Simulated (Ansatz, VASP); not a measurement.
**Mo (Mo wire along [100], 12 atoms a period) in two plane-wave programs**

Wanted: the spread between two codes on one cell, functional and k mesh. The structure shown is the start of the Ansatz relaxation below; VASP solves that cell, so the two are compared at the walk's first step.

Program: Ansatz 0.2.0. Level of theory: plane waves, with VASP 6.6.1 beside it; single point at PBE. Results are calculated unless marked as measured.

**1. Starting point**

The cell holds 12 atoms: 12 Mo. Cell: a = 13.120 Å, b = 13.120 Å, c = 3.160 Å, α = 90.0°, β = 90.0°, γ = 90.0°. Vacuum lies along a and b. The structure's axis is c.

**2. Ansatz: relaxation, PBE**

Ansatz runs on its PAW soft_1 files.

The two programs are compared at the cell with which this relaxation starts, whose forces are those of its first step.

Contents of input.yaml:

```yaml
crystal:
  lattice:
    - [13.12, 0.0, 0.0]
    - [0.0, 13.12, 0.0]
    - [0.0, 0.0, 3.16]
  atoms:
    - { symbol: Mo, position: [0.379573171, 0.259146341, 0.0] }
    - { symbol: Mo, position: [0.379573171, 0.5, 0.0] }
    - { symbol: Mo, position: [0.379573171, 0.740853659, 0.0] }
    - { symbol: Mo, position: [0.620426829, 0.259146341, 0.0] }
    - { symbol: Mo, position: [0.620426829, 0.5, 0.0] }
    - { symbol: Mo, position: [0.620426829, 0.740853659, 0.0] }
    - { symbol: Mo, position: [0.259146341, 0.379573171, 0.5] }
    - { symbol: Mo, position: [0.259146341, 0.620426829, 0.5] }
    - { symbol: Mo, position: [0.5, 0.379573171, 0.5] }
    - { symbol: Mo, position: [0.5, 0.620426829, 0.5] }
    - { symbol: Mo, position: [0.740853659, 0.379573171, 0.5] }
    - { symbol: Mo, position: [0.740853659, 0.620426829, 0.5] }
kpoints:
  mp_grid: { grid: [1, 1, 26] }
scf:
  occupations: { method: fermi_dirac, width: 0.05 }
hamiltonian:
  xc: pbe
  pseudopotentials: { kind: paw, azcp: { folder: soft_1 } }
relax:
  cell: { fix: [a, b, alpha, beta, gamma] }
  max_steps: 45
  f_tol: 0.03
```

On the command line:

```sh
> ansatz run input.yaml --threads 4 --pin off --max-ram 16384MiB --backend cpu --events-out ev --progress --plain --runs-dir out
```

Numbers of over 12 decimals in the logs are rounded to 6 here.

Log:

```text
Engine: ansatz 0.2.0, aarch64-unknown-linux-gnu
Pseudopotentials: kind: paw
Pseudopotential: Mo, paw, valence charge 14, recommended cutoff 420 eV (normal), soft_1/Mo.paw.azcp
Functional definition: PBE
  parameter kappa = 0.804
  parameter beta = 0.066725
  exchange = pbe_x(kappa = kappa, mu = beta*pi^2/3)
  correlation = pbe_c(beta = beta)
Crystal: 12 atoms, lattice volume = 543.945 Å³
Basis set: ecut = 420 eV, 10659 PW (Γ), exchange–correlation on 180×180×48 points (8 copies of the dense FFT grid, shifted against one another)
Bands: 101, of which v1, the nominal top of the filled ones, is band 84 counted from 1 (83 counted from 0)
Symmetry: 16 space group operations
Space group: P42/mmc (ITA 131), of the structure as read, at distance tolerance 8.2e-5 Å
k-points: 14 of 26
Non-local potential: Mo, projectors of the file, l = 0: 3, l = 1: 2, l = 2: 2, l = 3: 1
PAW form: soft (Blöchl's): semilocal exchange-correlation on the pseudo side does not see the compensation charge
PAW one-centre angular grid: Mo, 590 points (default); XC on 64 Gauss nodes
Initial density: superposition of atomic densities (neutral atoms: chi_scale 0, normalization atom)
Initial wavefunctions: pseudopotential atomic-orbital guess
Functional: x = pbe(κ = 0.804, μ = 0.219515), c = pbe(β = 0.066725)
SCF iter   1: F=—  HF=-59467.302204 eV  |F-HF|=—  |Δ(HF+E_count)|=         —  Δρ=6.46e-2  dr2=9.86e1  ethr=3.10e-3  ⟨swp⟩=9.1  Hψ=5983  notcnv=0
preconditioner: auto → LDOS  [metal: Δε(μ)=0.007 eV  Ē_g=3.788 eV  σ=0.050 eV  W_gap=0.03  n_scr=94 (ndim 8)  ℏωp=13.5 eV  f_vac=0.469  D(μ)=19.55/eV (n_scr^D=162)  β→1.0]
SCF iter   2: F=—  HF=-59459.220384 eV  |F-HF|=—  |Δ(HF+E_count)|=    8.08e0  Δρ=5.09e-2  dr2=3.57e1  ethr=3.10e-3  ⟨swp⟩=4.6  Hψ=3986  notcnv=0  defer=9
SCF iter   3: F=—  HF=-59453.827102 eV  |F-HF|=—  |Δ(HF+E_count)|=    5.39e0  Δρ=1.09e-2  dr2=2.67e0  ethr=3.10e-3  ⟨swp⟩=3.6  Hψ=3707  notcnv=0
SCF iter   4: F=—  HF=-59453.442421 eV  |F-HF|=—  |Δ(HF+E_count)|=   3.85e-1  Δρ=3.63e-3  dr2=2.70e-1  ethr=1.59e-3  ⟨swp⟩=2.9  Hψ=2227  notcnv=0
SCF iter   5: F=—  HF=-59453.432440 eV  |F-HF|=—  |Δ(HF+E_count)|=   9.98e-3  Δρ=1.47e-3  dr2=3.63e-2  ethr=1.61e-4  ⟨swp⟩=3.1  Hψ=2209  notcnv=0
SCF iter   6: F=—  HF=-59453.433615 eV  |F-HF|=—  |Δ(HF+E_count)|=   1.18e-3  Δρ=6.67e-4  dr2=9.22e-3  ethr=2.16e-5  ⟨swp⟩=2.0  Hψ=2066  notcnv=0
SCF iter   7: F=—  HF=-59453.433561 eV  |F-HF|=—  |Δ(HF+E_count)|=   5.39e-5  Δρ=1.97e-4  dr2=6.94e-4  ethr=5.49e-6  ⟨swp⟩=2.1  Hψ=1925  notcnv=0
SCF iter   8: F=—  HF=-59453.433737 eV  |F-HF|=—  |Δ(HF+E_count)|=   1.76e-4  Δρ=1.15e-4  dr2=1.96e-4  ethr=4.13e-7  ⟨swp⟩=2.6  Hψ=2014  notcnv=0
SCF iter   9: F=—  HF=-59453.433724 eV  |F-HF|=—  |Δ(HF+E_count)|=   1.26e-5  Δρ=3.00e-5  dr2=1.02e-5  ethr=1.17e-7  ⟨swp⟩=2.1  Hψ=2024  notcnv=0
SCF iter  10: F=—  HF=-59453.433945 eV  |F-HF|=—  |Δ(HF+E_count)|=   2.21e-4  Δρ=1.11e-5  dr2=1.07e-6  ethr=6.10e-9  ⟨swp⟩=2.9  Hψ=2100  notcnv=0
SCF iter  11: F=—  HF=-59453.433946 eV  |F-HF|=—  |Δ(HF+E_count)|=   8.48e-7  Δρ=4.33e-6  dr2=1.49e-7  ethr=6.34e-10  ⟨swp⟩=2.6  Hψ=2308  notcnv=0
SCF iter  12: F=-59453.433946 eV  HF=-59453.433946 eV  |F-HF|=1.33e-8  |Δ(HF+E_count)|=   5.14e-8  Δρ=1.54e-6  dr2=3.52e-8  ethr=5.95e-11  ⟨swp⟩=5.2  Hψ=4789  notcnv=0
SCF 1 converged in 12 iterations: F = -59453.433946 eV  dr2 = 3.52e-8
  greatest PAW one-centre occupation: 0.999 electrons in one spin orbital (limit 2), on the Mo atom at site 9 (counted from 0), in its partial waves of l = 0
relax step   1: F+E_penalty+E_count = -59453.43394624 eV  Δ(F+E_penalty+E_count) = +0.000e0 eV  max|allowed force component| = 2.587e0 eV/Å  Δτ_max = 0.0000 Å  P = -7.992 GPa  Ω = 543.945 Å³  fix = [a, b, alpha, beta, gamma]  reactions: a -7.572, b -7.572 GPa  (12 SCF iters, dr2 threshold 1.00e-7 eV, accepted)
[...]
relax step   6: F+E_penalty+E_count = -59456.28986262 eV  Δ(F+E_penalty+E_count) = -6.296e-3 eV  max|allowed force component| = 1.599e-1 eV/Å  Δτ_max = 0.0242 Å  P = -0.139 GPa  Ω = 526.051 Å³  energy of the carried Pulay correction = +1.376e-3 eV  fix = [a, b, alpha, beta, gamma]  reactions: a -0.333, b -0.333 GPa  (7 SCF iters, dr2 threshold 1.20e-6 eV, accepted)
[...]
relax step   7: F+E_penalty+E_count = -59456.29226866 eV  Δ(F+E_penalty+E_count) = -2.406e-3 eV  max|allowed force component| = 5.792e-2 eV/Å  Δτ_max = 0.0164 Å  P = -0.214 GPa  Ω = 528.629 Å³  energy of the carried Pulay correction = +1.175e-3 eV  fix = [a, b, alpha, beta, gamma]  reactions: a -0.146, b -0.146 GPa  (7 SCF iters, dr2 threshold 1.20e-6 eV, accepted)
[...]
relax step   8: F+E_penalty+E_count = -59456.29530006 eV  Δ(F+E_penalty+E_count) = -3.031e-3 eV  max|allowed force component| = 4.639e-3 eV/Å  Δτ_max = 0.0095 Å  P = -0.089 GPa  Ω = 527.371 Å³  energy of the carried Pulay correction = +1.273e-3 eV  fix = [a, b, alpha, beta, gamma]  reactions: a -0.141, b -0.141 GPa  (6 SCF iters, dr2 threshold 3.08e-7 eV, accepted)
[...]
relax step   9: F+E_penalty+E_count = -59456.29377565 eV  Δ(F+E_penalty+E_count) = +1.524e-3 eV  max|allowed force component| = 4.721e-3 eV/Å  Δτ_max = 0.0000 Å  P = -0.086 GPa  Ω = 527.371 Å³  fix = [a, b, alpha, beta, gamma]  reactions: a -0.137, b -0.137 GPa  stress off target by 1.68e-2 GPa on what of the cell is left free  SCF on the basis re-selected at this cell (its energy is not comparable with the rows above)  (7 SCF iters)
basis re-selected at this cell: Δ(F+E_penalty+E_count) = +1.524e-3 eV, ΔP = +0.003 GPa vs the last step (what re-selecting the basis moved, of the pressure what is left beyond the Pulay correction that the steps carried, after the strain that the cell walked since its last selection, with what the two solves' SCF thresholds leave and, on support functions, any second-order correction that the steps lacked; it is no m [...]
SCF converged after 7 iterations
Free energy (F): -59456.293776 eV
Harris-Foulkes:  -59456.293776 eV  (|F-HF|=7.28e-11)
Internal energy: -59456.159664 eV  (E = F + TS)
E sigma→0 (E₀):  -59456.226720 eV
Entropy (-TS):   -0.134112 eV (-11.176 meV/atom)
Fermi energy:    5.266004 eV
--- Per-component energies (eV) ---
  E_band       = -3294.095082
  E_kinetic    = 5066.691338
  E_local      = -70677.938805  (includes V_loc(G=0)·N_el)
  E_nonlocal   = 1803.730983
  E_hartree    = 32530.499517
  E_xc         = -2100.705801
  E_vxc        = -2617.082614  (∫ρ·V_xc dr)
  E_paw        = -38550.698754  (= ΣΔE_a)
  E_vpaw       = -1930.492839  (= ΣTr[D̂ρ^β])
  E_aug_tail   = 0.000612  (compensation charges beyond the density's cutoff)
  E_ewald      = 12472.261246
  E_smearing   = -0.134112  (= −TS)
  E_closure    = 0.000000  (closes the sum)
  Σ components = -59456.293776   (vs F -59456.293776, Δ=0.00e0)
--- Forces (eV/Å), atoms counted from 1 ---
  atom   1  Mo     0.00254677     0.00080126     0.00000000
  atom   2  Mo    -0.00472078     0.00000000     0.00000000
  atom   3  Mo     0.00254677    -0.00080126     0.00000000
  atom   4  Mo    -0.00254677     0.00080126     0.00000000
  atom   5  Mo     0.00472078     0.00000000     0.00000000
  atom   6  Mo    -0.00254677    -0.00080126     0.00000000
  atom   7  Mo     0.00080126     0.00254677     0.00000000
  atom   8  Mo     0.00080126    -0.00254677     0.00000000
  atom   9  Mo    -0.00000000    -0.00472078     0.00000000
  atom  10  Mo    -0.00000000     0.00472078     0.00000000
  atom  11  Mo    -0.00080126     0.00254677     0.00000000
  atom  12  Mo    -0.00080126    -0.00254677     0.00000000
  max |Σ_I F_I| component: 5.42e-19 eV/Å
--- Stress (GPa, compression-positive) ---
       -0.137249       0.000000       0.000000
        0.000000      -0.137249       0.000000
        0.000000       0.000000       0.016755
  P = ⅓ Tr σ = -0.0859 GPa (-0.859 kbar)
--- Relaxed structure (8 steps of the walk, 8 accepted, 1 SCFs on fresh bases) ---
  F+E_penalty+E_count = -59456.29377565 eV   max|allowed force component| = 4.721e-3 eV/Å   (the final SCF, on the basis selected at the relaxed cell)
  cell:  # Å, volume = 527.3711 Å³
    - [13.12, 0.0, 0.0]
    - [0.0, 13.12, 0.0]
    - [0.0, 0.0, 3.063717]
  atoms:
    - { symbol: Mo, position: [0.370936, 0.270566, 0.0] }
    - { symbol: Mo, position: [0.377757, 0.5, 0.0] }
    - { symbol: Mo, position: [0.370936, 0.729434, 0.0] }
    - { symbol: Mo, position: [0.629064, 0.270566, 0.0] }
    - { symbol: Mo, position: [0.622243, 0.5, 0.0] }
    - { symbol: Mo, position: [0.629064, 0.729434, 0.0] }
    - { symbol: Mo, position: [0.270566, 0.370936, 0.5] }
    - { symbol: Mo, position: [0.270566, 0.629064, 0.5] }
    - { symbol: Mo, position: [0.5, 0.377757, 0.5] }
    - { symbol: Mo, position: [0.5, 0.622243, 0.5] }
    - { symbol: Mo, position: [0.729434, 0.370936, 0.5] }
    - { symbol: Mo, position: [0.729434, 0.629064, 0.5] }
```

Reading the cycles: dr2 is the Hartree energy of the density residual (eV), the measure of convergence; HF is the Harris–Foulkes estimate of the energy, which meets the free energy F at convergence.

**3. VASP: single point, PBE, start cell**

The same cell, functional, mesh and smearing now go to VASP, with its own data sets.

Lines of VASP's logs that name or quote its potential files are left out, and so is its time.

Contents of INCAR:

```
SYSTEM = Mo
PREC = Accurate
ENCUT = 400
EDIFF = 1E-06
NELM = 120
ISMEAR = -1
SIGMA = 0.05
LREAL = .FALSE.
ALGO = Normal
GGA = PE
NBANDS = 104
LASPH = .TRUE.
LORBIT = 11
LWAVE = .FALSE.
LCHARG = .FALSE.
ISIF = 2
GGA_COMPAT = .FALSE.
KPAR = 2
```

Contents of POSCAR:

```
Mo
1.0
   13.1200000000      0.0000000000      0.0000000000
    0.0000000000     13.1200000000      0.0000000000
    0.0000000000      0.0000000000      3.1600000000
Mo
12
Direct
    0.3795731707      0.2591463415      0.0000000000
    0.3795731707      0.5000000000      0.0000000000
    0.3795731707      0.7408536585      0.0000000000
    0.6204268293      0.2591463415      0.0000000000
    0.6204268293      0.5000000000      0.0000000000
    0.6204268293      0.7408536585      0.0000000000
    0.2591463415      0.3795731707      0.5000000000
    0.2591463415      0.6204268293      0.5000000000
    0.5000000000      0.3795731707      0.5000000000
    0.5000000000      0.6204268293      0.5000000000
    0.7408536585      0.3795731707      0.5000000000
    0.7408536585      0.6204268293      0.5000000000
```

Contents of KPOINTS:

```
Automatic mesh
0
Gamma
1 1 26
0 0 0
```

Potentials, in the order of the species: Mo_sv (PBE family, release 64).

On the command line:

```sh
> mpirun -np 2 vasp_std
```

Log:

```text
[banner, memory and clock lines left out]
running    2 mpi-ranks, on    1 nodes
 distrk:  each k-point on    1 cores,    2 groups
 distr:  one band on    1 cores,    1 groups

 POSCAR found type information on POSCAR Mo
 POSCAR found :  1 types and      12 ions
 LDA part: xc-table for (Slater+PW92), standard interpolation
 POSCAR, INCAR and KPOINTS ok, starting setup
 FFT: planning ... GRIDC
 FFT: planning ... GRID_SOFT
 FFT: planning ... GRID
 WAVECAR not read
 entering main loop
       N       E                     dE             d eps       ncg     rms          rms(c)
DAV:   1     0.142311169359E+04    0.14231E+04   -0.96645E+04  4088   0.120E+03
DAV:   2    -0.628637524821E+02   -0.14860E+04   -0.14407E+04  3344   0.392E+02
DAV:   3    -0.122902351736E+03   -0.60039E+02   -0.56996E+02  3848   0.619E+01
DAV:   4    -0.126046221232E+03   -0.31439E+01   -0.30073E+01  3888   0.981E+00
DAV:   5    -0.126230979498E+03   -0.18476E+00   -0.18000E+00  3928   0.187E+00    0.357E+01
DAV:   6    -0.122119648663E+03    0.41113E+01   -0.11189E+02  3816   0.298E+01    0.222E+01
DAV:   7    -0.117409111875E+03    0.47105E+01   -0.87863E+01  3792   0.239E+01    0.151E+01
DAV:   8    -0.112131955826E+03    0.52772E+01   -0.43533E+01  3824   0.129E+01    0.444E+00
DAV:   9    -0.112182428929E+03   -0.50473E-01   -0.21154E+00  3800   0.361E+00    0.379E+00
DAV:  10    -0.112126924686E+03    0.55504E-01   -0.56513E-01  3896   0.312E+00    0.241E+00
DAV:  11    -0.112116233449E+03    0.10691E-01   -0.80881E-02  3448   0.112E+00    0.970E-01
DAV:  12    -0.112103812464E+03    0.12421E-01   -0.30120E-02  3896   0.662E-01    0.465E-01
DAV:  13    -0.112104851987E+03   -0.10395E-02   -0.14702E-02  3968   0.434E-01    0.737E-02
DAV:  14    -0.112106927535E+03   -0.20755E-02   -0.35460E-03  3656   0.188E-01    0.162E-01
DAV:  15    -0.112107083381E+03   -0.15585E-03   -0.13294E-03  3840   0.156E-01    0.437E-02
DAV:  16    -0.112107511264E+03   -0.42788E-03   -0.49055E-04  3264   0.487E-02    0.192E-02
DAV:  17    -0.112107638455E+03   -0.12719E-03   -0.71793E-05  3600   0.226E-02    0.105E-02
DAV:  18    -0.112107723028E+03   -0.84572E-04   -0.18157E-05  2608   0.119E-02    0.665E-03
DAV:  19    -0.112107740032E+03   -0.17005E-04   -0.12868E-05  2520   0.865E-03    0.327E-03
DAV:  20    -0.112107746394E+03   -0.63619E-05   -0.37562E-06  2496   0.335E-03    0.141E-03
DAV:  21    -0.112107746706E+03   -0.31199E-06   -0.10725E-06  2152   0.320E-03
   1 F= -.11210775E+03 E0= -.11203194E+03  d E =-.151622E+00
```

[end of part 1 of 2]

[Lines on the potential files, build, host, timing and source positions are cut from VASP's logs without a mark.]

[Logs are printed without paths, hosts, clocks, repeated set-up lines and the standing remarks that a program may print on its own settings, such as how far it seeks lower states.]

[Hosts, paths, dates, database ids (printed as entryN), source tags and the programs' standing remarks are cut or masked in the printed files.]
